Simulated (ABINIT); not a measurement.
Runs of ABINIT 10.8.3 (patched build) on Rh. Symmetry: Fm-3m, No. 225, cubic system. The conventional cell has a = 3.796 Å, b = 3.796 Å, c = 3.796 Å, α = 90.00°, β = 90.00°, γ = 90.00°. Rh (site symmetry m-3m) has 12 Rh at 2.68 Å as nearest neighbours. 

| task | level | potentials or basis | spin | cutoff (eV) | fine-grid cutoff | gap on the mesh (eV) | pressure (GPa) |
| --- | --- | --- | --- | --- | --- | --- | --- |
| band structure | BLYP | JTH PAW PBE v2.0 | off | 435 | 870.764 eV | none | (a) |
| band structure | PBE | PseudoDojo NC SR PBE v0.5 standard | off | 1197 | - | none | 7.5 |
| band structure | r2SCAN | JTH PAW PBE v2.0 | off | 517 | 1034.03 eV | none | 1.8 |
| band structure | PBEsol | JTH PAW PBE v2.0 | SOC, no magnetisation | 435 | 870.764 eV | none | -3.5 |
| band structure | PBE | PseudoDojo NC SR PBE v0.4.1 standard | off | 1197 | - | none | 7.5 |
| band structure | PBE | SG15 NC PBE v1.2 | off | 1197 | - | none | 7.5 |

Alike in all rows: cell as given; k mesh 12 × 12 × 12; smearing fermi-dirac 0.05 eV.

Q: Fill in the values left out.

A: (a) 21.3.

Caveats: the PAW data sets were made with another functional, which shifts forces and pressure a little (some runs); so large a pressure means that the cell lies far from this level's equilibrium, or that cutoff or potentials fall short (some runs); the potentials were made for another functional, which shifts forces and pressure (some runs).

A k mesh can miss the band edges, and rows without SOC leave out spin-orbit coupling on Rh.

A gap of «none» marks a metal or a gap under the smearing width.
